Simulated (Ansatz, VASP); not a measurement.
## Al2O3: VASP beside Ansatz

```xyz
5
Lattice="3.0175 0.0000 0.0000 -1.5087 2.6132 0.0000 0.0000 0.0000 7.5746" Properties=species:S:1:pos:R:3 pbc="T T T"
Al    0.0000    0.0000    2.1054
Al    0.0000    0.0000    5.4693
O     0.0000    1.7421    1.5108
O     1.5087    0.8711    6.0639
O     0.0000    0.0000    3.7873
```

Measurements of this composition are mostly on another form, of space group No. 167.

Alike in both runs: task single point; functional PBEsol; k mesh 12 × 12 × 4; no spin polarisation.

```csv
,VASP,Ansatz
version,VASP 6.6.1,Ansatz 0.2.0
potentials or method,"VASP PAW PBE potentials, release 64 (Al, O)","plane waves, PAW"
plane-wave cutoff (eV),520,450
occupations,"gaussian, width 0.01 eV",fixed
valence electrons in the cell,24,24
```

```tsv
	VASP	Ansatz	Ansatz less VASP
pressure (GPa)	-3.5	-3.7	-0.21
largest component of the traceless stress (GPa)	0.87	0.53	-0.344
```

Ansatz warned: «stress_scf_threshold_loose».

Caveats: the PAW data sets were made with another functional, which shifts forces and pressure a little (VASP). PBEsol gaps usually lie below the measured ones, often by a third to a half. A k mesh can miss the band edges.
